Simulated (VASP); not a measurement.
# C (P6_3/mmc) in VASP: notebook, part 3 of 3

VASP 6.6.1.

## 5. Band structure, LDA

This run uses another cell than the first one, of 8.49 Å³/atom, 0.984 times its volume.

INCAR

```
SYSTEM = C
PREC     = Accurate       ! precision mode
ENCUT    = 520            ! plane-wave cutoff, eV
EDIFF    = 1E-6           ! SCF threshold, eV
ISMEAR   = 0              ! smearing method
SIGMA    = 0.03           ! smearing width, eV
LREAL    = .FALSE.        ! projectors in reciprocal space
LASPH    = .TRUE.         ! aspherical terms in the spheres
NELM     = 80             ! most SCF steps
ALGO     = Normal         ! electronic algorithm
ISIF     = 2              ! what is computed and relaxed
LWAVE    = .FALSE.        ! write WAVECAR
LCHARG   = .FALSE.        ! write CHGCAR
GGA      = CA             ! functional
NBANDS   = 16             ! bands
ICORELEVEL= 1
```

KPOINTS

```
Automatic mesh
0
G
  12 12 4
  0 0 0
```

POSCAR

```
C                                       
1.0
    2.4462192748      0.0000000000     -0.0000000000
   -1.2231096374      2.1184880355     -0.0000000000
   -0.0000000000     -0.0000000000      6.5505956021
  C             
     4
Direct
     0.0000000000000000    0.0000000000000000    0.2500000000000000
     0.0000000000000000    0.0000000000000000    0.7500000000000000
     0.3333333300000021    0.6666666699999979    0.2500000000000000
     0.6666666699999979    0.3333333300000021    0.7500000000000000
```

KPOINTS_OPT

```
explicit points
186
Reciprocal
 0.0000000000  0.0000000000  0.0000000000 1
 0.0263157895  0.0000000000  0.0000000000 1
 0.0526315789  0.0000000000  0.0000000000 1
 0.0789473684  0.0000000000  0.0000000000 1
 0.1052631579  0.0000000000  0.0000000000 1
 0.1315789474  0.0000000000  0.0000000000 1
[... 178 lines left out ...]
 0.5000000000  0.0000000000  0.5000000000 1
 0.5000000000  0.0000000000  0.0000000000 1
```

Potentials or basis: VASP PAW LDA potentials, release 64 (C).

The run is started by

```bash
> cat potpaw_LDA.64/C/POTCAR > POTCAR
> mpirun -np 1 vasp_std > vasp.out
```

OUTCAR:

```text
SYSTEM = C
   PREC = Accurate
   ENCUT = 520
   EDIFF = 1E-6
   ISMEAR = 0
   LREAL = .FALSE.
   LASPH = .TRUE.
   NELM = 80
   ISIF = 2
   GGA = CA

 ion  position               nearest neighbor table
   1  0.000  0.000  0.250-   3 1.41   3 1.41   3 1.41
   2  0.000  0.000  0.750-   4 1.41   4 1.41   4 1.41
   3  0.333  0.667  0.250-   1 1.41   1 1.41   1 1.41
   4  0.667  0.333  0.750-   2 1.41   2 1.41   2 1.41

  LATTYP: Found a hexagonal cell.
 ALAT       =     2.4462192748
 C/A-ratio  =     2.6778448153

  Lattice vectors:

 A1 = (   2.4462192748,   0.0000000000,   0.0000000000)
 A2 = (  -1.2231096374,   2.1184880355,   0.0000000000)
 A3 = (   0.0000000000,   0.0000000000,   6.5505956021)

Analysis of symmetry for initial positions (statically):
=====================================================================
 Subroutine PRICEL returns:
 Original cell was already a primitive cell.

 Routine SETGRP: Setting up the symmetry group for a
 hexagonal supercell.

 Subroutine GETGRP returns: Found 24 space group operations
 (whereof 12 operations were pure point group operations)
 out of a pool of 24 trial point group operations.

The static configuration has the point symmetry D_3d.
 The point group associated with its full space group is D_6h.

Analysis of symmetry for dynamics (positions and initial velocities):
=====================================================================
 Subroutine PRICEL returns:
 Original cell was already a primitive cell.

 Routine SETGRP: Setting up the symmetry group for a
 hexagonal supercell.

 Subroutine GETGRP returns: Found 24 space group operations
 (whereof 12 operations were pure point group operations)
 out of a pool of 24 trial point group operations.

The dynamic configuration has the point symmetry D_3d.
[... 123 lines left out ...]
     AMIX     =   0.40;   BMIX     =  1.00
     AMIX_MAG =   1.60;   BMIX_MAG =  1.00
  volume/ion in A,a.u.               =       8.49        57.27
  Fermi-wavevector in a.u.,A,eV,Ry     =   1.274033  2.407574 22.084442  1.623161
  Thomas-Fermi vector in A             =   2.406824
   LORBIT       =      0    0 simple, 1 ext, 2 COOP (PROOUT), +10 PAW based schemes
   GGA     = CA    functional components
   LHFCALC =     F    Hartree Fock is set to
   AEXX    =    0.0000 exact exchange contribution
   IVDW    =     0    specifies the selected vdW correction
   LEPSILON=     F    determine dielectric tensor
   LRPA    =     F    only Hartree local field effects (RPA)
 non-spin polarized calculation
 Gauss-broadening in eV      SIGMA  =   0.03
  energy-cutoff  :      520.00
  volume of cell :       33.95
 maximum number of plane-waves:       938
   NGX =  9   NGY =  9   NGZ = 25

 number of electron      15.9999995 magnetization

 Free energy of the ion-electron system (eV)
  ---------------------------------------------------
  ext. energy  EPLUGINS =         0.00000000
  ---------------------------------------------------
  free energy    TOTEN  =       -40.43977577 eV

  energy without entropy =      -40.43929978  energy(sigma->0) =      -40.43953778

 the core state eigenenergies are
   1-  1s   -257.8422
   2-  1s   -257.8422
   3-  1s   -257.7974
   4-  1s   -257.7974

 E-fermi :   4.8931     XC(G=0): -10.9569

 val. band max:        4.8915913716   @ k =   0.3333   0.3333   0.5000
 cond. band min:       4.8936040522   @ k =   0.3333   0.3333   0.2500
 fundamental gap:      0.0020126807
 Fermi energy:         4.8931434458

 k-point     1 :       0.0000    0.0000    0.0000
  band No.  band energies     occupation
      1     -14.7313      2.00000
      2     -14.3505      2.00000
      3      -3.9344      2.00000
      4      -1.6349      2.00000
      5       1.9174      2.00000
      6       1.9174      2.00000
[... 277 lines left out ...]
 k-point    16 :       0.4167    0.1667    0.0000
  band No.  band energies     occupation

------------------------ aborting loop because EDIFF is reached ----------------------------------------

  FORCE on cell =-STRESS in cart. coord.  units (eV):
  Direction    XX          YY          ZZ          XY          YZ          ZX
  --------------------------------------------------------------------------------------
  -------------------------------------------------------------------------------------
  Total        0.1305173      0.1305173      0.0622224     -0.0000000     -0.0000000      0.0000000
  in kB        6.1599384      6.1599384      2.9366720     -0.0000000     -0.0000000      0.0000000
  external PRESSURE =       5.0855163 kB  Pullay stress =       0.0000000 kB

 VOLUME and BASIS-vectors are now :
 -----------------------------------------------------------------------------
  energy-cutoff  :      520.00
  volume of cell :       33.95
      direct lattice vectors                 reciprocal lattice vectors
     2.446219275  0.000000000  0.000000000     0.408794097  0.236017382  0.000000000
    -1.223109637  2.118488035  0.000000000     0.000000000  0.472034764  0.000000000
     0.000000000  0.000000000  6.550595602     0.000000000  0.000000000  0.152657874

 POSITION                                       TOTAL-FORCE (eV/Angst)
 -----------------------------------------------------------------------------------
      0.00000      0.00000      1.63765         0.000000      0.000000      0.000000
      0.00000      0.00000      4.91295        -0.000000      0.000000     -0.000000
     -0.00000      1.41233      1.63765        -0.000000      0.000000     -0.000000
      1.22311      0.70616      4.91295         0.000000      0.000000      0.000000
 -----------------------------------------------------------------------------------
    total drift:                               -0.000000      0.000000      0.000000

  FREE ENERGIE OF THE ION-ELECTRON SYSTEM (eV)
  ---------------------------------------------------
  free  energy   TOTEN  =       -40.4397757721 eV

  energy  without entropy=      -40.4392997810  energy(sigma->0) =      -40.43953778
```

OSZICAR:

```text
N       E                     dE             d eps       ncg     rms          rms(c)
DAV:   1     0.293348376486E+02    0.29335E+02   -0.80065E+03  1840   0.926E+02
DAV:   2    -0.407009981291E+02   -0.70036E+02   -0.64016E+02  2576   0.192E+02
DAV:   3    -0.432837526060E+02   -0.25828E+01   -0.25684E+01  2392   0.341E+01
[... 36 lines left out ...]
DAV:   8    -0.373324146298E+04   -0.36804E-06     1520
       N       E                     dE             ncg
DAV:   1     0.285920847286E+05   -0.11199E+05      480
DAV:   2     0.277400075099E+05   -0.85208E+03      632
DAV:   3     0.277138876130E+05   -0.26120E+02      648
DAV:   4     0.277136943752E+05   -0.19324E+00      664
DAV:   5     0.277136913928E+05   -0.29823E-02      624
DAV:   6     0.277136913238E+05   -0.69050E-04      616
DAV:   7     0.277136913219E+05   -0.18830E-05      584
DAV:   8     0.277136913218E+05   -0.98764E-07      440
```

It took 39 s on 1 thread of Intel Xeon Platinum 8488C (Sapphire Rapids), shared host; peak memory 0.15 GiB.

What came out:

```
Free energy             : -40.4398 eV
Pressure                : 0.5 GPa
Band gap along the path : none (metal or under the smearing width)
```

Stress tensor (GPa, compression positive):
```
0.62 0.00 0.00
0.00 0.62 0.00
0.00 0.00 0.29
```

Levels at the corners of the path, in eV from the Fermi level:
| point | band 5 | band 6 | band 7 | band 8 | band 9 | band 10 | band 11 | band 12 |
| --- | --- | --- | --- | --- | --- | --- | --- | --- |
| Γ | -2.98 | -2.98 | -2.95 | -2.95 | 4.04 | 8.45 | 8.45 | 8.51 |
| M | -6.44 | -6.38 | -2.87 | -2.08 | 1.48 | 2.27 | 7.49 | 7.99 |
| M | -6.44 | -6.38 | -2.87 | -2.08 | 1.48 | 2.27 | 7.49 | 7.99 |
| K | -10.70 | -10.70 | -0.73 | -0.02 | -0.02 | 0.85 | 10.95 | 10.95 |
| K | -10.70 | -10.70 | -0.73 | -0.02 | -0.02 | 0.85 | 10.95 | 10.95 |
| Γ | -2.98 | -2.98 | -2.95 | -2.95 | 4.04 | 8.45 | 8.45 | 8.51 |
| Γ | -2.98 | -2.98 | -2.95 | -2.95 | 4.04 | 8.45 | 8.45 | 8.51 |
| A | -2.96 | -2.96 | -2.96 | -2.96 | 6.90 | 6.90 | 8.48 | 8.48 |
| A | -2.96 | -2.96 | -2.96 | -2.96 | 6.90 | 6.90 | 8.48 | 8.48 |
| L | -6.41 | -6.41 | -2.39 | -2.39 | 1.61 | 1.61 | 7.73 | 7.73 |
| L | -6.41 | -6.41 | -2.39 | -2.39 | 1.61 | 1.61 | 7.73 | 7.73 |
| H | -10.71 | -10.71 | 0.00 | 0.00 | 0.02 | 0.02 | 9.85 | 9.85 |
| H | -10.71 | -10.71 | 0.00 | 0.00 | 0.02 | 0.02 | 9.85 | 9.85 |
| A | -2.96 | -2.96 | -2.96 | -2.96 | 6.90 | 6.90 | 8.48 | 8.48 |
| L | -6.41 | -6.41 | -2.39 | -2.39 | 1.61 | 1.61 | 7.73 | 7.73 |
| M | -6.44 | -6.38 | -2.87 | -2.08 | 1.48 | 2.27 | 7.49 | 7.99 |
| K | -10.70 | -10.70 | -0.73 | -0.02 | -0.02 | 0.85 | 10.95 | 10.95 |
| H | -10.71 | -10.71 | 0.00 | 0.00 | 0.02 | 0.02 | 9.85 | 9.85 |

Core levels (eV, on the scale of the bands):
```tsv
atom	levels
1 C	1s -257.8
2 C	1s -257.8
3 C	1s -257.8
4 C	1s -257.8
```

## 6. Band structure, PBE

This run uses another cell than the first one, of 10.30 Å³/atom, 1.195 times its volume.

INCAR

```
SYSTEM = C
ALGO = Normal ; EDIFF = 1E-6
ENCUT = 520 ; GGA = PE
ICORELEVEL = 1 ; ISIF = 2
ISMEAR = 0 ; LASPH = .TRUE.
LCHARG = .FALSE. ; LREAL = .FALSE.
LWAVE = .FALSE. ; NBANDS = 16
NELM = 80 ; PREC = Accurate
SIGMA = 0.03
```

KPOINTS

```
k-points
0
G
  12 12 4
  0 0 0
```

POSCAR

```
C                                       
1.0
    2.4670114779     -0.0000000000      0.0000000000
   -1.2335057390      2.1364946116     -0.0000000000
   -0.0000000000     -0.0000000000      7.8190363427
  C             
     4
Direct
     0.0000000000000000    0.0000000000000000    0.2500000000000000
     1.0000000000000000    1.0000000000000000    0.7500000000000000
     0.3333333300000021    0.6666666699999979    0.2500000000000000
     0.6666666699999979    0.3333333300000021    0.7500000000000000
```

KPOINTS_OPT

```
explicit points
141
Reciprocal
 0.0000000000  0.0000000000  0.0000000000 1
 0.0357142857  0.0000000000  0.0000000000 1
 0.0714285714  0.0000000000  0.0000000000 1
 0.1071428571  0.0000000000  0.0000000000 1
 0.1428571429  0.0000000000  0.0000000000 1
 0.1785714286  0.0000000000  0.0000000000 1
[... 133 lines left out ...]
 0.5000000000  0.0000000000  0.5000000000 1
 0.5000000000  0.0000000000  0.0000000000 1
```

Potentials or basis: VASP PAW PBE potentials, release 64 (C).

The run is started by

```bash
> cat potpaw_PBE.64/C/POTCAR > POTCAR
> mpirun -np 1 vasp_std > vasp.out
```

Wall time 92 s (1 thread of Intel Xeon Platinum 8559C (Emerald Rapids), shared host); peak memory 0.17 GiB.

Results (log left out):

```
Free energy             : -36.8914 eV
Pressure                : 0.4 GPa
Band gap along the path : none (metal or under the smearing width)
```

Stress tensor (GPa, compression positive):
```
0.40 0.00 0.00
0.00 0.40 0.00
0.00 0.00 0.29
```

Levels at the corners of the path, in eV from the Fermi level:
| point | band 4 | band 5 | band 6 | band 7 | band 8 | band 9 | band 10 | band 11 | band 12 | band 13 |
| --- | --- | --- | --- | --- | --- | --- | --- | --- | --- | --- |
| Γ | -7.17 | -3.04 | -3.04 | -3.04 | -3.04 | 3.38 | 7.57 | 8.30 | 8.30 | 8.31 |
| M | -13.21 | -6.42 | -6.40 | -2.50 | -2.23 | 1.54 | 1.88 | 7.30 | 7.42 | 10.75 |
| M | -13.21 | -6.42 | -6.40 | -2.50 | -2.23 | 1.54 | 1.88 | 7.30 | 7.42 | 10.75 |
| K | -12.57 | -10.54 | -10.54 | -0.24 | 0.00 | 0.00 | 0.26 | 10.75 | 10.75 | 12.16 |
| K | -12.57 | -10.54 | -10.54 | -0.24 | 0.00 | 0.00 | 0.26 | 10.75 | 10.75 | 12.16 |
| Γ | -7.17 | -3.04 | -3.04 | -3.04 | -3.04 | 3.38 | 7.57 | 8.30 | 8.30 | 8.31 |
| Γ | -7.17 | -3.04 | -3.04 | -3.04 | -3.04 | 3.38 | 7.57 | 8.30 | 8.30 | 8.31 |
| A | -7.61 | -3.04 | -3.04 | -3.04 | -3.04 | 5.03 | 5.03 | 8.31 | 8.31 | 8.31 |
| A | -7.61 | -3.04 | -3.04 | -3.04 | -3.04 | 5.03 | 5.03 | 8.31 | 8.31 | 8.31 |
| L | -13.22 | -6.41 | -6.41 | -2.36 | -2.36 | 1.67 | 1.67 | 7.36 | 7.36 | 11.77 |
| L | -13.22 | -6.41 | -6.41 | -2.36 | -2.36 | 1.67 | 1.67 | 7.36 | 7.36 | 11.77 |
| H | -12.59 | -10.54 | -10.54 | 0.00 | 0.00 | 0.00 | 0.00 | 10.32 | 10.32 | 13.18 |
| H | -12.59 | -10.54 | -10.54 | 0.00 | 0.00 | 0.00 | 0.00 | 10.32 | 10.32 | 13.18 |
| A | -7.61 | -3.04 | -3.04 | -3.04 | -3.04 | 5.03 | 5.03 | 8.31 | 8.31 | 8.31 |
| L | -13.22 | -6.41 | -6.41 | -2.36 | -2.36 | 1.67 | 1.67 | 7.36 | 7.36 | 11.77 |
| M | -13.21 | -6.42 | -6.40 | -2.50 | -2.23 | 1.54 | 1.88 | 7.30 | 7.42 | 10.75 |
| K | -12.57 | -10.54 | -10.54 | -0.24 | 0.00 | 0.00 | 0.26 | 10.75 | 10.75 | 12.16 |
| H | -12.59 | -10.54 | -10.54 | 0.00 | 0.00 | 0.00 | 0.00 | 10.32 | 10.32 | 13.18 |

Core levels (eV, on the scale of the bands):
| atom | levels |
| --- | --- |
| 1 C | 1s -262.5 |
| 2 C | 1s -262.5 |
| 3 C | 1s -262.5 |
| 4 C | 1s -262.5 |

Caveat: this functional lacks dispersion, which binds the layers, so the pressure and a relaxed spacing across them are unreliable.

## 7. The runs side by side

| level | potentials or basis | cell | pressure (GPa) |
| --- | --- | --- | --- |
| r2SCAN+rVV10 | VASP PAW PBE potentials, release 64 (C) | P6_3/mmc, 8.62 Å³/atom | 0.5 |
| RPBE | VASP PAW PBE potentials, release 64 (C) | P6_3/mmc, 11.99 Å³/atom | 0.3 |
| PBEsol | VASP PAW PBE potentials, release 64 (C) | P6_3/mmc, 9.17 Å³/atom | 0.4 |
| LDA | VASP PAW LDA potentials, release 64 (C) | P6_3/mmc, 8.49 Å³/atom | 0.5 |
| PBE | VASP PAW PBE potentials, release 64 (C) | P6_3/mmc, 10.3 Å³/atom | 0.4 |

Alike in all rows: task band structure; no spin polarisation; k mesh 12 × 12 × 4; cutoff (eV) 520; smearing gaussian 0.03 eV.

Caveats: the PAW data sets were made with another functional, which shifts forces and pressure a little (some runs); this functional lacks dispersion, which binds the layers, so the pressure and a relaxed spacing across them are unreliable (some runs).

Total energies depend on the potentials used, so only differences within one code and one set of settings carry meaning.
